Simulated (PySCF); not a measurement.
# C7H8: the cost of one run

Computed with PySCF 2.14.0 and routines of our own; the level stands in each step. Atoms count from 0.

### Step 1. The system as given

15 atoms, charge 0, multiplicity 1; geometry from: CAM-B3LYP/def2-SV(P).

### Step 2. Excited-state relaxation: TDA CAM-B3LYP/def2-SV(P)

The job: settings as JSON, then the geometry in Å.

```
{"job": {"kind": "xopt", "state": "S1", "method": "TDA", "freq": false, "xc": "CAM-B3LYP", "basis": "def2-SV(P)", "grid": 1}, "charge": 0, "multiplicity": 1}
C      1.321218     0.527820    -0.464010
C      1.226739    -0.800979    -0.402284
C     -0.110924    -1.126657     0.283412
C     -1.233062    -0.637978    -0.648022
C     -1.138515     0.690827    -0.709943
C      0.047298     1.100679     0.179679
C     -0.135183     0.044145     1.301989
H      2.108760     1.124893    -0.927245
H      1.919322    -1.543134    -0.803311
H     -0.217554    -2.147693     0.673371
H     -1.924242    -1.288484    -1.186914
H     -1.734613     1.379612    -1.311210
H      0.088116     2.158239     0.472733
H     -1.094273     0.137131     1.835911
H      0.703258     0.017997     2.016078
```

With the program's defaults for keys left out, this is: TDA CAM-B3LYP/def2-SV(P) excited-state geometry optimisation, gas phase.

On the command line:

```
OMP_NUM_THREADS=1 python excited_run.py task.json out
```

The driver reads the jobs from task.json and runs them one after another.

**Question.** How long does this first job take on 1 thread of Arm Neoverse V2, shared host, and how much memory does it need?

About 96 s, with a peak of 0.73 GiB.
